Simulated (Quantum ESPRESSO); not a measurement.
Crystal: Zn.

```
CELL_PARAMETERS angstrom
2.67000 0.00000 0.00000
-1.33500 2.31229 0.00000
0.00000 0.00000 4.96600
ATOMIC_POSITIONS crystal
Zn 0.66667 0.33333 0.75000
Zn 0.33333 0.66667 0.25000
```

- Program: Quantum ESPRESSO 7.5
- Task: single point
- Functional: PBE
- Potentials or basis: SSSP 1.3 efficiency PBE
- Cutoff: 748 eV
- Density cutoff: 5987 eV
- k mesh: 11 × 11 × 6
- Occupations: fermi-dirac, width 0.05 eV
- Spin: no spin polarisation

On this cell: pressure -0.8 GPa; largest force under 0.003 eV/Å; band gap on the k mesh none (metal or under the smearing width).

The same run follows on a disturbed copy (atoms moved at random, drawn with an rms of 0.05 Å):

```
CELL_PARAMETERS angstrom
2.67000 0.00000 0.00000
-1.33500 2.31229 0.00000
0.00000 0.00000 4.96600
ATOMIC_POSITIONS crystal
Zn 0.66542 0.31974 0.74893
Zn 0.32257 0.68013 0.25107
```

Q: What does the disturbed cell give?

A: The energy (extrapolated to zero smearing) moves by +1.0 meV/atom; pressure -0.7 GPa; largest force 0.049 eV/Å; band gap on the k mesh none (metal or under the smearing width).

Forces in eV/Å, atoms in the order of the input:
```
Zn  -0.028  0.033  0.024
Zn   0.028 -0.033 -0.024
```

Stress tensor (GPa, compression positive):
```
-0.38 -0.05 -0.01
-0.05 -0.49  0.01
-0.01  0.01 -1.27
```
